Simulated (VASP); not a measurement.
A run of VASP 6.6.1 is set up as follows.

INCAR

```
SYSTEM = NbAs
ALGO = Fast ; EDIFF = 1E-6
ENCUT = 520 ; ICORELEVEL = 1
ISIF = 2 ; ISMEAR = 0
LASPH = .TRUE. ; LCHARG = .FALSE.
LREAL = .FALSE. ; LWAVE = .FALSE.
NELM = 60 ; PREC = Accurate
SIGMA = 0.02
```

The input KPOINTS:

```
k-points
0
G
  11 11 11
  0 0 0
```

Contents of POSCAR:

```
NbAs
1.0
   -1.7258500000      1.7258500000      5.8400000000
    1.7258500000     -1.7258500000      5.8400000000
    1.7258500000      1.7258500000     -5.8400000000
Nb As
2 2
Direct
    0.5000000000      0.0000000000      0.5000000000
    0.7500000000      0.7500000000      0.0000000000
    0.9160000000      0.4160000000      0.5000000000
    0.1660000000      0.1660000000      0.0000000000
```

Potentials or basis: VASP PAW LDA potentials, release 64 (Nb_sv, As).

Launch:

```console
$ cat potpaw_LDA.64/Nb_sv/POTCAR potpaw_LDA.64/As/POTCAR > POTCAR
$ mpirun -np 1 vasp_std > vasp.out
```

Estimate the band gap on the k mesh.

0.02 eV, indirect (least direct gap 0.06 eV).

Predict the largest force.

0.282 eV/Å.

Estimate the pressure.

-5.2 GPa.

Core levels (eV, on the scale of the bands):
```tsv
atom	levels
1 Nb	1s -18692.1, 2s -2606.9, 2p -2330.5, 3s -423.7, 3p -333.0, 3d -183.7
2 Nb	1s -18692.1, 2s -2606.9, 2p -2330.5, 3s -423.7, 3p -333.0, 3d -183.7
3 As	1s -11643.2, 2s -1464.8, 2p -1285.0, 3s -173.7, 3p -117.9, 3d -25.7
4 As	1s -11643.2, 2s -1464.8, 2p -1285.0, 3s -173.7, 3p -117.9, 3d -25.7
```

Caveat: an odd mesh through Γ misses points on the zone boundary, where band edges often lie.
